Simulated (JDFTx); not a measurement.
# W (Im-3m) in JDFTx: settings compared

Aim: see how the results for W move with the level of theory and the settings. Levels: PBE, LDA. Tasks: single point.

Program: JDFTx 1.7.0 (patched build). These are calculated values, not measurements. Logs are shortened: lines on timing, memory, paths and dates and some standing lists are left out, and cuts for length are marked. The log counts tension as positive stress, the text compression.

### 1 Starting point

Symmetry: Im-3m, No. 229, cubic system. The conventional cell has a = 3.165 Å, b = 3.165 Å, c = 3.165 Å, α = 90.00°, β = 90.00°, γ = 90.00°. Around W (site symmetry m-3m) lie 8 W at 2.74 Å.

### 2 Single point, PBE

The input, W.in:

```
lattice Body-Centered Cubic 5.9803973693
coords-type Lattice
ion W      0.0000000000     0.0000000000     0.0000000000 1

ion-species pseudo/W.upf
elec-cutoff 37
elec-ex-corr gga-PBE
kpoint-folding 10 10 10
elec-smearing Fermi 0.0018374661
elec-n-bands 13
electronic-SCF nIterations 100 energyDiffThreshold 1e-09
electronic-minimize nIterations 30 energyDiffThreshold 1e-7
forces-output-coords Cartesian

dump-name run.$VAR
dump End Ecomponents EigStats BandEigs Kpoints Forces Stress State
```

Potentials or basis: PseudoDojo-SR-PBE-0.5-standard.

Command:

```bash
jdftx -c 1 -i W.in -o W.out
```

Output:

```text
*************** JDFTx 1.7.0 (patched build) ***************

Input parsed successfully to the following command list (including defaults):
[... the input with its defaults ...]

---------- Setting up symmetries ----------

Found 48 point-group symmetries of the bravais lattice
Found 48 space-group symmetries with basis
Applied RMS atom displacement 0 bohrs to make symmetries exact.

---------- Initializing the Grid ----------
R =
[      -2.9902       2.9902       2.9902  ]
[       2.9902      -2.9902       2.9902  ]
[       2.9902       2.9902      -2.9902  ]
unit cell volume = 106.945
G =
[ -5.19113e-17    1.05063    1.05063  ]
[    1.05063 -5.19113e-17    1.05063  ]
[    1.05063    1.05063 -5.19113e-17  ]
Minimum fftbox size, Smin = [  32  32  32  ]
Chosen fftbox size, S = [  32  32  32  ]

---------- Exchange Correlation functional ----------
Initalized PBE GGA exchange.
Initalized PBE GGA correlation.

---------- Setting up pseudopotentials ----------
Width of ionic core gaussian charges (only for fluid interactions / plotting) set to 0

Reading pseudopotential file 'pseudo/W.upf':
  'W' pseudopotential, 'PBE' functional
  Generated using ONCVPSP code by D. R. Hamann
  14 valence electrons, 4 orbitals, 8 projectors, 1001 radial grid points, with lMax = 3
    5S    l: 0   occupation:  2.0   eigenvalue: -2.905892
    5P    l: 1   occupation:  6.0   eigenvalue: -1.587650
    5D    l: 2   occupation:  4.0   eigenvalue: -0.164649
    6S    l: 0   occupation:  2.0   eigenvalue: -0.209951
  Core radius for overlap checks: 2.00 bohrs.

Initialized 1 species with 1 total atoms.

Folded 1 k-points by 10x10x10 to 1000 k-points.

---------- Setting up k-points, bands, fillings ----------
Reduced to 47 k-points under symmetry.
Computing the number of bands and number of electrons
Calculating initial fillings.
nElectrons:  14.000000   nBands: 13   nStates: 47

----- Setting up reduced wavefunction bases (one per k-point) -----
average nbasis = 1149.629 , ideal nbasis = 1149.626

---------- Setting up ewald sum ----------
Optimum gaussian width for ewald sums = 1.867016 bohr.
Real space sum over 2197 unit cells with max indices [  6  6  6  ]
Reciprocal space sum over 2197 terms with max indices [  6  6  6  ]

---------- Allocating electronic variables ----------
Initializing wave functions:  linear combination of atomic orbitals
Note: number of bands (13) exceeds available atomic orbitals (10)
W pseudo-atom occupations:   s ( 2 2 )  p ( 6 )  d ( 4 )
	FillingsUpdate:  mu: +0.846046538  nElectrons: 14.000000
LCAOMinimize: Iter:   0  F: -69.0022584581523546  |grad|_K:  6.223e-04  alpha:  1.000e+00
	FillingsUpdate:  mu: +0.850689227  nElectrons: 14.000000
LCAOMinimize: Iter:   1  F: -69.0033726125457889  |grad|_K:  7.341e-06  alpha:  7.273e-01  linmin: -6.344e-02  cgtest:  3.477e-01
LCAOMinimize: Encountered beta<0, resetting CG.
	FillingsUpdate:  mu: +0.850710716  nElectrons: 14.000000
LCAOMinimize: Iter:   2  F: -69.0033728157505095  |grad|_K:  7.856e-07  alpha:  9.492e-01  linmin: -9.824e-04  cgtest:  5.086e-03
	FillingsUpdate:  mu: +0.850705106  nElectrons: 14.000000
LCAOMinimize: Iter:   3  F: -69.0033728176213401  |grad|_K:  2.871e-08  alpha:  7.625e-01  linmin: -1.896e-03  cgtest: -2.787e-03
LCAOMinimize: Converged (|Delta F|<1.000000e-06 for 2 iters).

-------- Electronic minimization -----------
Will mix electronic density at each iteration.
	FillingsUpdate:  mu: +0.850705106  nElectrons: 14.000000
	FillingsUpdate:  mu: +0.838650564  nElectrons: 14.000000
SCF: Cycle:  0   F: -69.023771926662121   dF: -2.040e-02   |Residual|: 2.428e-02   |deigs|: 1.295e-01
	FillingsUpdate:  mu: +0.835720851  nElectrons: 14.000000
SCF: Cycle:  1   F: -69.024272050726168   dF: -5.001e-04   |Residual|: 1.128e-02   |deigs|: 8.773e-03
	FillingsUpdate:  mu: +0.833807935  nElectrons: 14.000000
SCF: Cycle:  2   F: -69.024333536188138   dF: -6.149e-05   |Residual|: 2.210e-03   |deigs|: 3.437e-03
	FillingsUpdate:  mu: +0.834018586  nElectrons: 14.000000
SCF: Cycle:  3   F: -69.024335446177048   dF: -1.910e-06   |Residual|: 3.616e-04   |deigs|: 9.644e-04
	FillingsUpdate:  mu: +0.833949194  nElectrons: 14.000000
SCF: Cycle:  4   F: -69.024335911239945   dF: -4.651e-07   |Residual|: 1.051e-04   |deigs|: 6.526e-04
	FillingsUpdate:  mu: +0.833950110  nElectrons: 14.000000
SCF: Cycle:  5   F: -69.024336025187651   dF: -1.139e-07   |Residual|: 2.850e-05   |deigs|: 7.372e-04
	FillingsUpdate:  mu: +0.833953103  nElectrons: 14.000000
SCF: Cycle:  6   F: -69.024336055520834   dF: -3.033e-08   |Residual|: 1.171e-05   |deigs|: 7.939e-04
	FillingsUpdate:  mu: +0.833952506  nElectrons: 14.000000
SCF: Cycle:  7   F: -69.024336062903444   dF: -7.383e-09   |Residual|: 1.702e-05   |deigs|: 1.491e-03
	FillingsUpdate:  mu: +0.833952873  nElectrons: 14.000000
SCF: Cycle:  8   F: -69.024336065089216   dF: -2.186e-09   |Residual|: 6.839e-06   |deigs|: 3.652e-04
	FillingsUpdate:  mu: +0.833952567  nElectrons: 14.000000
SCF: Cycle:  9   F: -69.024336065553200   dF: -4.640e-10   |Residual|: 6.335e-06   |deigs|: 1.339e-04
	FillingsUpdate:  mu: +0.833952740  nElectrons: 14.000000
SCF: Cycle: 10   F: -69.024336065710798   dF: -1.576e-10   |Residual|: 5.203e-06   |deigs|: 1.869e-04
SCF: Converged (|Delta E|<1.000000e-09 for 2 iters).

Setting wave functions to eigenvectors of Hamiltonian

# Stress tensor in Cartesian coordinates [Eh/a0^3]:
[  -0.00020229            0            0  ]
[            0  -0.00020229            0  ]
[            0            0  -0.00020229  ]

# Ionic positions in lattice coordinates:
ion W   0.000000000000000   0.000000000000000   0.000000000000000 1

# Forces in Cartesian coordinates:
force W  -0.000000000000000  -0.000000000000000  -0.000000000000000 1

# Energy components:
   Eewald =      -59.6356489424367737
       EH =        8.0055516962224900
     Eloc =      -40.5541693641814192
      Enl =       12.6018534511445992
      Exc =      -16.5810426601274727
 Exc_core =        6.8282708262199678
       KE =       20.3110093012966502
-------------------------------------
     Etot =      -69.0241756918619700
       TS =        0.0001603738488353
-------------------------------------
        F =      -69.0243360657107985

IonicMinimize: Iter:   0  F: -69.024336065710798  |grad|_K:  0.000e+00
IonicMinimize: Converged (|grad|_K<1.000000e-04).

#--- Lowdin population analysis ---
# oxidation-state W +0.149

Dumping 'run.eigStats' ...
	eMin: -1.898283 at state 0 ( [ +0.000000 +0.000000 +0.000000 ] spin 0 )
	HOMO: +0.830813 at state 37 ( [ +0.200000 +0.500000 +0.500000 ] spin 0 )
	mu  : +0.833953
	LUMO: +0.836624 at state 6 ( [ +0.000000 +0.100000 +0.100000 ] spin 0 )
	eMax: +1.588982 at state 3 ( [ +0.000000 +0.000000 +0.300000 ] spin 0 )
	HOMO-LUMO gap: +0.005811
	Optical gap  : +0.054706 at state 33 ( [ +0.200000 +0.200000 -0.200000 ] spin 0 )
Done!
[note: the HOMO, LUMO and gaps printed at the end count levels as full or empty at half filling, so they show a gap where a level is partly filled]
```

Run time: 15 s. Hardware: 1 thread of Intel Xeon Platinum 8488C (Sapphire Rapids), shared host; peak memory 0.08 GiB.

Results:

```
Free energy            : -1878.2479 eV
Pressure               : 6.0 GPa
Band gap on the k mesh : none (metal or under the smearing width)
```

Levels at points of the mesh, in eV from the Fermi level:
```csv
k point,band 5,band 6,band 7,band 8,band 9
"(0.00, 0.00, 0.00)",-9.78,-1.39,-1.39,-1.39,2.11
"(0.00, 0.00, 0.50)",-6.42,-3.72,0.54,2.00,2.98
"(0.50, 0.50, 0.50)",-5.98,-5.98,5.01,5.01,5.01
```

The run has no spin-orbit coupling, so splittings on W are missing.

### 3 Single point, LDA

The input, W.in:

```
include W.lattice
coords-type Lattice
include W.ionpos

ion-species pseudo/W.upf
elec-cutoff 35
elec-ex-corr lda-PW
kpoint-folding 12 12 12
elec-smearing Gauss 0.00091873305
elec-n-bands 13
electronic-SCF nIterations 100 energyDiffThreshold 1e-09
electronic-minimize nIterations 30 energyDiffThreshold 1e-7
converge-empty-states yes
forces-output-coords Cartesian

dump-name run.$VAR
dump End Ecomponents EigStats BandEigs Kpoints Forces Stress
```

The input, W.lattice:

```
lattice \
   -2.9901986847     2.9901986847     2.9901986847 \
    2.9901986847    -2.9901986847     2.9901986847 \
    2.9901986847     2.9901986847    -2.9901986847
```

The input, W.ionpos:

```
ion W      0.0000000000     0.0000000000     0.0000000000 1
```

Potentials or basis: PseudoDojo-SR-LDA-0.4.1-standard with smoothed tails.

Command:

```bash
jdftx -c 1 -i W.in -o W.out
```

Output:

```text
*************** JDFTx 1.7.0 (patched build) ***************

Input parsed successfully to the following command list (including defaults):
[... the input with its defaults ...]

---------- Setting up symmetries ----------

Found 48 point-group symmetries of the bravais lattice
Found 48 space-group symmetries with basis
Applied RMS atom displacement 0 bohrs to make symmetries exact.

---------- Initializing the Grid ----------
R =
[      -2.9902       2.9902       2.9902  ]
[       2.9902      -2.9902       2.9902  ]
[       2.9902       2.9902      -2.9902  ]
unit cell volume = 106.945
G =
[ -2.73906e-17    1.05063    1.05063  ]
[    1.05063 -2.73906e-17    1.05063  ]
[    1.05063    1.05063 -2.73906e-17  ]
Minimum fftbox size, Smin = [  28  28  28  ]
Chosen fftbox size, S = [  28  28  28  ]

---------- Exchange Correlation functional ----------
Initalized Slater LDA exchange.
Initalized Perdew-Wang LDA correlation.

---------- Setting up pseudopotentials ----------
[... 67 lines left out ...]
SCF: Cycle:  8   F: -69.254559397361348   dF: -2.724e-10   |Residual|: 2.670e-06   |deigs|: 3.744e-05
SCF: Converged (|Delta E|<1.000000e-09 for 2 iters).

Setting wave functions to eigenvectors of Hamiltonian
Converging empty states (this may take a while): |deigs|: 1.639e-04

# Stress tensor in Cartesian coordinates [Eh/a0^3]:
[  0.000335943            0            0  ]
[            0  0.000335943            0  ]
[            0            0  0.000335943  ]

# Ionic positions in lattice coordinates:
ion W   0.000000000000000   0.000000000000000   0.000000000000000 1

# Forces in Cartesian coordinates:
force W  -0.000000000000000  -0.000000000000000  -0.000000000000000 1

# Energy components:
   Eewald =      -59.6356489414396407
       EH =        8.0388153837665506
     Eloc =      -40.9075458038003177
      Enl =       12.7307367720787461
      Exc =      -16.4708880965357665
 Exc_core =        6.6697067975063478
       KE =       20.3203095175669617
-------------------------------------
     Etot =      -69.2545143708571231
       TS =        0.0000450265042216
-------------------------------------
        F =      -69.2545593973613478

IonicMinimize: Iter:   0  F: -69.254559397361348  |grad|_K:  0.000e+00
IonicMinimize: Converged (|grad|_K<1.000000e-04).

#--- Lowdin population analysis ---
# oxidation-state W +0.132

Dumping 'run.eigStats' ...
	eMin: -1.910319 at state 0 ( [ +0.000000 +0.000000 +0.000000 ] spin 0 )
	HOMO: +0.811830 at state 28 ( [ +0.083333 +0.166667 -0.166667 ] spin 0 )
	mu  : +0.812826
	LUMO: +0.813332 at state 11 ( [ +0.000000 +0.083333 +0.416667 ] spin 0 )
	eMax: +1.591498 at state 64 ( [ +0.250000 -0.416667 -0.416667 ] spin 0 )
	HOMO-LUMO gap: +0.001502
	Optical gap  : +0.020655 at state 59 ( [ +0.250000 +0.333333 -0.333333 ] spin 0 )
Done!
```

Run time: 33 s. Hardware: 1 thread of Arm Neoverse V1, shared host; peak memory 0.08 GiB.

Results:

```yaml
Free_energy: -1884.5126 eV
Pressure: -9.9 GPa
Band_gap_on_the_k_mesh: none (metal or under the smearing width)
```

### 4 Single point, LDA

The input, W.in:

```
lattice \
   -2.9901986847     2.9901986847     2.9901986847 \
    2.9901986847    -2.9901986847     2.9901986847 \
    2.9901986847     2.9901986847    -2.9901986847
coords-type Lattice
ion W      0.0000000000     0.0000000000     0.0000000000 1

ion-species pseudo/W.upf
elec-cutoff 35
elec-ex-corr lda-PW
kpoint-folding 12 12 12
elec-smearing Fermi 0.0018374661
elec-n-bands 13
electronic-SCF nIterations 100 energyDiffThreshold 1e-09
electronic-minimize nIterations 30 energyDiffThreshold 1e-7
converge-empty-states yes
forces-output-coords Cartesian

dump-name run.$VAR
dump End Ecomponents EigStats BandEigs Kpoints Forces Stress ElecDensity
```

Command:

```bash
jdftx -c 1 -i W.in -o W.out
```

It took 33 s on 1 thread of Arm Neoverse V1, shared host; peak memory 0.08 GiB.

The run converged. Its results:

| Quantity | Value |
| --- | --- |
| Free energy | -1884.5151 eV |
| Pressure | -9.8 GPa |
| Band gap on the k mesh | none (metal or under the smearing width) |

Levels at points of the mesh, in eV from the Fermi level:
```tsv
k point	band 4	band 5	band 6	band 7	band 8	band 9
(0.00, 0.00, 0.00)	-37.65	-9.55	-1.20	-1.20	-1.20	2.24
(0.00, 0.00, 0.50)	-37.66	-6.21	-3.52	0.86	2.14	3.11
(0.50, 0.50, 0.50)	-38.56	-5.78	-5.78	5.20	5.20	5.20
```

### 5 Summary

| level | potentials or basis | k mesh | cutoff (eV) | smearing | further solve for the empty bands | local potential set to -Z/r beyond | gap on the mesh (eV) | pressure (GPa) |
| --- | --- | --- | --- | --- | --- | --- | --- | --- |
| PBE | PseudoDojo-SR-PBE-0.5-standard | 10 × 10 × 10 | 1007 | fermi-dirac 0.05 eV | no | - | none | 6.0 |
| LDA | PseudoDojo-SR-LDA-0.4.1-standard with smoothed tails | 12 × 12 × 12 | 952 | gaussian 0.05 eV | yes | 6 bohr | none | -9.9 |
| LDA | PseudoDojo-SR-LDA-0.4.1-standard with smoothed tails | 12 × 12 × 12 | 952 | fermi-dirac 0.05 eV | yes | 6 bohr | none | -9.8 |

Alike in all rows: task single point; no spin polarisation; cell as given.

Total energies depend on the potentials used, so only differences within one code and one set of settings carry meaning.
